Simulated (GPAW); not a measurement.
Write an ASE script for GPAW 26.7.0 that does the following.

* Task: equation of state
* Functional: RPBE
* Dispersion: D4
* Potentials or basis: the program's PAW data sets (release 1.2.1) made for this functional
* Cutoff: 800 eV
* Basis: pw
* k mesh: 7 × 7 × 7
* Occupations: fermi-dirac, width 0.05 eV
* Spin: no spin polarisation
* Maxiter: 150
* Eos scales: [0.94, 0.96, 0.98, 1.0, 1.02, 1.04, 1.06]

CaF2 (Fluorite):

```xyz
3
Lattice="0.0000 2.7310 2.7310 2.7310 0.0000 2.7310 2.7310 2.7310 0.0000" Properties=species:S:1:pos:R:3 pbc="T T T"
Ca    0.0000    0.0000    0.0000
F     4.0965    4.0965    4.0965
F     1.3655    1.3655    1.3655
```

These files were run (other wordings do the same):

run.py

```python
from ase import Atoms
from ase.calculators.mixing import SumCalculator
from ase.eos import EquationOfState
from ase.io import Trajectory
from ase.units import GPa
from dftd4.ase import DFTD4
from gpaw import GPAW, PW

atoms = Atoms(['Ca', 'F', 'F'],
              cell=[[0.0, 2.731, 2.731],
                    [2.731, 0.0, 2.731],
                    [2.731, 2.731, 0.0]],
              scaled_positions=[[0.0, 0.0, 0.0],
                                [0.75, 0.75, 0.75],
                                [0.25, 0.25, 0.25]],
              pbc=True)

traj = Trajectory('eos.traj', 'w')
volumes, energies = [], []
for x in [0.94, 0.96, 0.98, 1.0, 1.02, 1.04, 1.06]:
    a = atoms.copy()
    a.set_cell(atoms.cell * x**(1 / 3), scale_atoms=True)
    calc = GPAW(mode=PW(800),
                xc='RPBE',
                kpts={'size': (7, 7, 7), 'gamma': True},
                occupations={'name': 'fermi-dirac', 'width': 0.05},
                nbands=22,
                convergence={'density': 1e-05, 'energy': 1e-05},
                maxiter=150,
                txt=f'eos-{x:.2f}.txt')
    a.calc = SumCalculator([calc, DFTD4(method='rpbe')])
    energies.append(a.get_potential_energy())
    volumes.append(a.get_volume())
    p = -a.get_stress()[:3].mean() / GPa
    calc.write(f'eos-{x:.2f}.gpw')
    traj.write(a)
    print(f'{x:.2f} {volumes[-1]:10.4f} A^3 {energies[-1]:14.6f} eV {p:9.3f} GPa', flush=True)

v0, e0, B = EquationOfState(volumes, energies, eos='birchmurnaghan').fit()
print(f'V0 = {v0:.4f} A^3, E0 = {e0:.6f} eV, B0 = {B / GPa:.2f} GPa')
```

Potentials or basis: the program's PAW data sets (release 1.2.1) made for this functional, pw.

Run with:

```bash
$ OMP_NUM_THREADS=1 python run.py
```

It gave:

```json
{
 "Equilibrium volume": "14.31 Å³/atom",
 "Bulk modulus": "70 GPa",
 "Pressure derivative of the bulk modulus": "4.3 (rough: it moves with the points fitted)"
}
```

Run time: 2.1 min on 1 thread of Arm Neoverse V2 (shared host), peak memory 0.27 GiB.
